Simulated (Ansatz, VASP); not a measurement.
## One calculation of PbO2, two programs

The input POSCAR:

```
PbO2
1.0
    0.0000000000      2.7019920000      2.7019920000
    2.7019920000      0.0000000000      2.7019920000
    2.7019920000      2.7019920000      0.0000000000
Pb O
1 2
Direct
    0.0000000000      0.0000000000      0.0000000000
    0.2500000000      0.2500000000      0.2500000000
    0.7500000000      0.7500000000      0.7500000000
```

File INCAR.step1:

```
SYSTEM = PbO2
  PREC = Accurate
  ENCUT = 520
  ISMEAR = 0
  SIGMA = 0.1
  LREAL = .False.
  LASPH = .True.
  NELM = 100
  NBANDS = 20
  GGA = PE
  ALGO = Normal
  EDIFF = 1E-4
  LWAVE = .True.
  LCHARG = .False.
```

The input INCAR.step2:

```
SYSTEM = PbO2
  PREC = Accurate
  ENCUT = 520
  EDIFF = 1E-6
  ISMEAR = 0
  SIGMA = 0.1
  LREAL = .False.
  LASPH = .True.
  NELM = 100
  ALGO = Normal
  ISIF = 2
  LWAVE = .False.
  LCHARG = .False.
  METAGGA = R2SCAN
  LMIXTAU = .True.
  NBANDS = 20
  ISTART = 1
```

File KPOINTS:

```
regular mesh
0
Gamma
  6 6 6
  0 0 0
```

Input for Ansatz:

```yaml
crystal:
  lattice:
    - [0.0, 2.701992, 2.701992]
    - [2.701992, 0.0, 2.701992]
    - [2.701992, 2.701992, 0.0]
  atoms:
    - { symbol: Pb, position: [0.0, 0.0, 0.0] }
    - { symbol: O, position: [0.25, 0.25, 0.25] }
    - { symbol: O, position: [0.75, 0.75, 0.75] }
basis:
  ecutwfc: 500
kpoints:
  mp_grid: { grid: [6, 6, 6] }
hamiltonian:
  xc: r2scan
scf:
  occupations: { method: gaussian, width: 0.1 }
output:
  forces: true
  stress: true
  eigenvalues: true
```

The cell comes from a database or a generator and needn't be the stable form of this composition.

Alike in both runs: task single point; functional r2SCAN; k mesh 6 × 6 × 6; occupations gaussian, width 0.1 eV; no spin polarisation.

|  | VASP | Ansatz |
| --- | --- | --- |
| version | VASP 6.6.1 | Ansatz 0.2.0 |
| potentials or method | VASP PAW PBE potentials, release 64 (Pb_d, O) | scalar-relativistic, plane waves, PAW |
| plane-wave cutoff (eV) | 520 | 500 |
| valence electrons in the cell | 26 | 26 |

|  | VASP | Ansatz | Ansatz less VASP |
| --- | --- | --- | --- |
| gap on the k mesh at the Fermi level (eV) | none | none | - |
| pressure (GPa) | -6.1 | -7.1 | -0.92 |

A gap of «none» marks a metal or a gap that the smearing closes.

Caveats: the PAW data sets were made with another functional, which shifts forces and pressure a little (VASP). The runs have no spin-orbit coupling, so splittings on Pb are missing.
